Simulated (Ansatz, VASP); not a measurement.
# PbSe (Clausthalite): VASP beside Ansatz

The input INCAR:

```
PREC = Accurate
ENCUT = 520
EDIFF = 1E-7
ISMEAR = 0
SIGMA = 0.05
LREAL = F
LASPH = T
NELM = 100
ALGO = Normal
ISIF = 2
LWAVE = F
LCHARG = F
GGA = PS
NBANDS = 17
```

File KPOINTS:

```
regular mesh
0
Gamma
  8 8 8
```

File POSCAR:

```
PbSe
1.0
    0.0000000000      3.0606500000      3.0606500000
    3.0606500000      0.0000000000      3.0606500000
    3.0606500000      3.0606500000      0.0000000000
Pb Se
1 1
Direct
    0.0000000000      0.0000000000      0.0000000000
    0.5000000000      0.5000000000      0.5000000000
```

File input.yaml:

```yaml
crystal:
  lattice:
    - [0.0, 3.06065, 3.06065]
    - [3.06065, 0.0, 3.06065]
    - [3.06065, 3.06065, 0.0]
  atoms:
    - { symbol: Pb, position: [0.0, 0.0, 0.0] }
    - { symbol: Se, position: [0.5, 0.5, 0.5] }
kpoints:
  mp_grid: { grid: [8, 8, 8] }
scf:
  occupations: { method: gaussian, width: 0.05 }
hamiltonian:
  xc: pbesol
  pseudopotentials: { kind: all_electron, lapw: { basis_error: 0.001 } }
output:
  forces: true
  stress: true
  eigenvalues: true
```

Alike in both runs: task single point; functional PBEsol; k mesh 8 × 8 × 8; occupations gaussian, width 0.05 eV; no spin polarisation.

|  | VASP | Ansatz |
| --- | --- | --- |
| version | VASP 6.6.1 | Ansatz 0.2.0 |
| potentials or method | VASP PAW PBE potentials, release 64 (Pb_d, Se) | all-electron LAPW, scalar-relativistic |
| plane-wave cutoff (eV) | 520 | see its input |

|  | VASP | Ansatz | Ansatz less VASP |
| --- | --- | --- | --- |
| gap on the k mesh at the Fermi level (eV) | 0.20 | 0.20 | -0.006 |
| least direct gap on the mesh (eV) | 0.20 | 0.20 | -0.006 |
| pressure (GPa) | -0.5 | -0.5 | +0.01 |

Ansatz ran all-electron here, so the differences hold the error of VASP's frozen core and of both bases.

Caveats: spin-orbit coupling is left out, which as a rule narrows the gap of such compounds by several tenths of an eV; the PAW data sets were made with another functional, which shifts forces and pressure a little (VASP).
